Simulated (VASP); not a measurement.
Runs of VASP 6.6.1 on FeS2. Symmetry: Pa-3, No. 205, cubic system. The conventional cell has a = 5.418 Å, b = 5.418 Å, c = 5.418 Å, α = 90.00°, β = 90.00°, γ = 90.00°. Fe (site symmetry -3) is surrounded by 6 S at 2.26 Å. S (site symmetry 3) has 1 S at 2.16 Å and 3 Fe at 2.26 Å as nearest neighbours. 

```csv
task,level,potentials or basis,gap on the mesh (eV),pressure (GPa),largest force (eV/Å)
single point,LDA,"VASP PAW LDA potentials, release 64 (Fe, S)",0.57,-11.9,0.38
band structure,PBE,"VASP PAW PBE potentials, release 64 (Fe, S)",0.62,-,-
single point,PBE,"VASP PAW PBE potentials, release 64 (Fe, S)",0.62,(b),(a)
single point,PBEsol,"VASP PAW PBE potentials, release 64 (Fe, S)",0.57,-7.8,0.35
```

Alike in all rows: no spin polarisation; cell as given; k mesh 6 × 6 × 6; cutoff (eV) 420; smearing gaussian 0.02 eV.

Q: Estimate the missing entries.

A: (a) 0.24; (b) -1.0.

Caveats: the PAW data sets were made with another functional, which shifts forces and pressure a little (some runs).

A k mesh can miss the band edges.
